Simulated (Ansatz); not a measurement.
Relaxed sheet of As, cell area A = 11.047 Å²:

```xyz
2
Lattice="3.5716 0.0000 0.0000 -1.7858 3.0931 0.0000 0.0000 0.0000 28.5742" Properties=species:S:1:pos:R:3 pbc="T T F"
As    0.0000    2.0621   13.5883
As    1.7858    1.0310   14.9859
```

All numbers below come from DFT PBE+D3(BJ), scalar-relativistic, plane waves, PAW (Ansatz). Settings: cutoff 420 eV, Γ-centred mesh 9×9×1 on the computed 2-atom cell, Gaussian smearing of 0.02 eV; no spin polarisation. The sheet is isolated along c (Coulomb cut-off).

Under strain along x with y held, atoms relaxed, stress positive in compression; ΔE is the free energy at this smearing, of which the stress is the derivative:

| strain (%) | σxx (N/m) | σyy (N/m) | ΔE (meV/cell) | thickness (Å) |
| --- | --- | --- | --- | --- |
| -2 | 1.188 | 0.177 | 7.94 | 1.408 |
| +2 | -1.028 | -0.184 | 7.29 | 1.387 |

(1) Which in-plane elastic constants follow from the stresses?

(2) Do the energies agree?

(3) The unstrained thickness between the outer atoms is 1.398 Å. How does it respond?

(4) The gap on the k mesh is 1.294 eV at −2 %, 1.550 eV unstrained and 1.472 eV at +2 %. What is its slope?

Answers

(1) Central differences over Δε = 0.04 give C11 = 55.4 N/m from the stress along the strain and C12 = 9.0 N/m from the stress across it. The sheet is hexagonal, so C22 = C11: Poisson's ratio is C12/C11 = 0.16, Young's modulus (C11² − C12²)/C11 = 54 N/m and the shear modulus (C11 − C12)/2 = 23.2 N/m.

(2) The second difference [ΔE(−ε) + ΔE(+ε)]/(A·ε²) = (7.94 + 7.29) meV/(11.047 Å² × 0.0004) × 16.02 N/m per eV/Å² = 55.2 N/m should equal C11 = 55.4 N/m; they differ by 0.3 %, so the two routes agree. The stress in compression and in tension differ in size because of the third-order constants.

(3) d ln t/dε = (1.387 − 1.408)/(1.398 × 0.04) = -0.38: the sheet thins as it is stretched, as its bonds turn towards the plane.

(4) On the stretched side -39 meV a percent, on the compressed side 128 meV a percent. The slopes differ in sign or size, which suggests that different band extrema set the gap on the two sides.